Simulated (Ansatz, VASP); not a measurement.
## Co in VASP and in Ansatz

```
Co
1.0
     2.43717    0.00000    0.00000
    -1.21859    2.11065    0.00000
     0.00000    0.00000    7.97892
Co
4
Cartesian
  1.2186 0.7036 5.9842
  0.0000 0.0000 3.9895
  0.0000 1.4071 1.9947
  0.0000 0.0000 0.0000
```

Change from the starting cell: volume scaled by 0.96.

Alike in both runs: task single point; functional PBE; k mesh 12 × 12 × 4; occupations fermi-dirac, width 0.05 eV; collinear spin, ferromagnetic start.

|  | VASP | Ansatz |
| --- | --- | --- |
| version | VASP 6.6.1 | Ansatz 0.2.0 |
| potentials or method | VASP PAW PBE potentials, release 64 (Co) | Ansatz PAW |
| plane-wave cutoff (eV) | 520 | 420 |
| valence electrons in the cell | 36 | 68 |

Ansatz gave:

* gap on the k mesh at the Fermi level (eV): none
* pressure (GPa): 14.7
* largest component of the traceless stress (GPa): 2.70
* net moment per atom (μB): 1.60
* size of the moment on the site where the two differ most (μB): 1.68

Which values does VASP return?

gap on the k mesh at the Fermi level (eV): none; pressure (GPa): 13.6; largest component of the traceless stress (GPa): 2.59; net moment per atom (μB): 1.59; size of the moment on the site where the two differ most (μB): 1.61.

Site moments also hang on the region over which each program counts them. A gap of «none» marks a metal or a gap that the smearing closes. The two sets of potentials don't hold the same shells in valence.
